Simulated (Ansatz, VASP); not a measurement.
## One calculation of AlN, two programs

The input INCAR:

```
SYSTEM = AlN
PREC = Accurate
ENCUT = 520
EDIFF = 1E-8
ISMEAR = -1
SIGMA = 0.01
LREAL = .False.
LASPH = .True.
NELM = 80
ALGO = Normal
ISIF = 2
LWAVE = .False.
LCHARG = .False.
GGA = CA
LEFG = .True.
NBANDS = 11
```

The input KPOINTS:

```
Automatic mesh
0
Gamma
  12 12 12
  0 0 0
```

File POSCAR:

```
AlN
1.0
    0.0000000000      1.9713845660      1.9713845660
    1.9713845660      0.0000000000      1.9713845660
    1.9713845660      1.9713845660      0.0000000000
Al N
1 1
Direct
    0.0000000000      0.0000000000      0.0000000000
    0.5000000000      0.5000000000      0.5000000000
```

Input for Ansatz:

```yaml
crystal:
  lattice:
    - [0.0, 1.971384566, 1.971384566]
    - [1.971384566, 0.0, 1.971384566]
    - [1.971384566, 1.971384566, 0.0]
  atoms:
    - { symbol: Al, position: [0.0, 0.0, 0.0] }
    - { symbol: "N", position: [0.5, 0.5, 0.5] }
kpoints:
  mp_grid: { grid: [12, 12, 12] }
scf:
  occupations: { method: fermi_dirac, width: 0.01 }
hamiltonian:
  xc: lda
  pseudopotentials: { kind: all_electron, datasets: crystal }
output:
  forces: true
  stress: true
  eigenvalues: true
  efg: { contact_densities: true }
```

Change from the starting cell: volume scaled by 0.99, crystal datasets.

Alike in both runs: task electric field gradients; functional LDA; k mesh 12 × 12 × 12; occupations fermi-dirac, width 0.01 eV; no spin polarisation.

|  | VASP | Ansatz |
| --- | --- | --- |
| version | VASP 6.6.1 | Ansatz 0.2.0 |
| potentials or method | VASP PAW LDA potentials, release 64 (Al, N) | all-electron PAW with datasets made for the crystal, scalar-relativistic |
| plane-wave cutoff (eV) | 520 | see its input |

Ansatz gave:

```
gap on the k mesh at the Fermi level (eV)                      : 5.07
pressure (GPa)                                                 : 15.8
Vzz of the field gradient on the site that differs most (V/Å²) : 0.0
```

Which values does VASP return?

gap on the k mesh at the Fermi level (eV): 5.05; pressure (GPa): 16.6; Vzz of the field gradient on the site that differs most (V/Å²): 0.0.

Ansatz ran all-electron here, so the differences hold the error of VASP's frozen core and of both bases.

Caveats: so large a pressure means that the cell lies far from this level's equilibrium, or that cutoff or potentials fall short (VASP). A k mesh can miss the band edges.
